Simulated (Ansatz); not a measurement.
Cu: strain energy, fitted

Cu, I4/mmm, a = 2.890 Å, c = 2.720 Å. This isn't the element's structure at ambient conditions. Ansatz: PBEsol, PAW, 420 eV, Γ-centred 18×18×20 mesh on 2 atoms, Gaussian smearing 0.10 eV; no spin polarisation. Series: strain along c alone, the other axes held, atoms fixed by symmetry; x is the strain in per cent. y is the free energy over the unstrained cell, V0 = 11.360 Å³/atom.

| x (%) | y (meV/atom) |
| --- | --- |
| -3.0 | ? |
| -2.0 | 2.67 |
| -1.0 | 0.62 |
| 0.0 | 0.00 |
| 1.0 | 0.70 |
| 2.0 | 2.62 |
| 3.0 | 5.64 |

Problem. Fit y = c2 x² + c3 x³ to the other rows, turn c2 into a modulus, and predict the missing energy.

Solution. Least squares on the rows shown. y = 0.6540 x² − 0.008101 x³. In eV per unit strain² c2 is 6.540; this is C33 with relaxed ions (E = ½ C33 V0 ε²): 2 × 6.540 × 160.2 / (11.360) = 184 GPa. The unstrained cell keeps some stress along the strain, worth a slope of 0.06 meV/atom per %, which the form leaves out. At x = -3.0 the fit asked for gives 6.10 meV/atom. The run gave 6.24 meV/atom, so the fit is 0.14 meV/atom too low, a small miss on the scale of the series.